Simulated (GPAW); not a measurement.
Te2Mo: band structure with AM05

Te2Mo:

```
CELL_PARAMETERS angstrom
3.51820 0.00000 0.00000
-1.75910 3.04685 0.00000
0.00000 0.00000 13.97360
ATOMIC_POSITIONS crystal
Te 0.66667 0.33333 0.37900
Te 0.33333 0.66667 0.87900
Te 0.66667 0.33333 0.12100
Te 0.33333 0.66667 0.62100
Mo 0.66667 0.33333 0.75000
Mo 0.33333 0.66667 0.25000
```

| Property | Result |
| --- | --- |
| Program | GPAW 26.7.0 |
| Task | band structure |
| Functional | AM05 |
| Potentials or basis | PAW data sets generated in the run's folder for this functional |
| Cutoff | 600 eV |
| Basis | pw |
| k mesh | 5 × 5 × 2 |
| Occupations | fermi-dirac, width 0.05 eV |
| Spin | spin-orbit coupling, no magnetisation |
| Maxiter | 150 |
| Band path | GMKGALHA,LM,KH |
| Band points | 60 |
| spin axis theta (degrees) | 0 |
| spin axis phi (degrees) | 0 |
| Soc after scf | second variation |

```json
{"Pressure": "-1.9 GPa", "Largest force": "0.268 eV/Å", "Band gap on the k mesh": "0.69 eV, indirect (least direct gap 1.20 eV)", "Band gap along the path": "0.71 eV, indirect (least direct gap 0.95 eV)"}
```

Forces in eV/Å, atoms in the order of the input:
```
Te   0.000  0.000 -0.268
Te   0.000  0.000 -0.268
Te   0.000  0.000  0.268
Te   0.000  0.000  0.268
Mo   0.000  0.000  0.000
Mo   0.000  0.000  0.000
```

Stress tensor (GPa, compression positive):
```
-2.16  0.00  0.00
 0.00 -2.16  0.00
 0.00  0.00 -1.49
```

Levels at the corners of the path, in eV from the valence-band top:
```tsv
point	band 49	band 50	band 51	band 52	band 53	band 54	band 55	band 56
Γ	-0.37	-0.37	0.00	0.00	2.51	2.51	2.64	2.64
M	-0.56	-0.56	-0.31	-0.31	1.22	1.22	1.28	1.28
K	-0.37	-0.37	-0.04	-0.04	0.91	0.91	0.94	0.94
Γ	-0.37	-0.37	0.00	0.00	2.51	2.51	2.64	2.64
A	-0.09	-0.09	-0.09	-0.09	2.55	2.55	2.55	2.55
L	-0.45	-0.45	-0.45	-0.45	1.25	1.25	1.25	1.25
H	-0.34	-0.34	-0.12	-0.12	0.92	0.92	0.96	0.96
A	-0.09	-0.09	-0.09	-0.09	2.55	2.55	2.55	2.55
L	-0.45	-0.45	-0.45	-0.45	1.25	1.25	1.25	1.25
M	-0.56	-0.56	-0.31	-0.31	1.22	1.22	1.28	1.28
K	-0.37	-0.37	-0.04	-0.04	0.91	0.91	0.94	0.94
H	-0.34	-0.34	-0.12	-0.12	0.92	0.92	0.96	0.96
```

Wall time 3.8 min on 1 thread of Arm Neoverse V2, on a shared host, peak memory 0.77 GiB.

The gap isn't set beside the measured one, since this odd mesh misses points on the zone boundary.

Caveat: the k mesh is coarse; spin-orbit coupling was added after a scalar SCF, so levels and gaps hold it while energy, forces, pressure and moments don't; this program's spin-orbit splittings come out too wide for heavy elements; this functional lacks dispersion, which binds the layers, so the pressure and a relaxed spacing across them are unreliable.
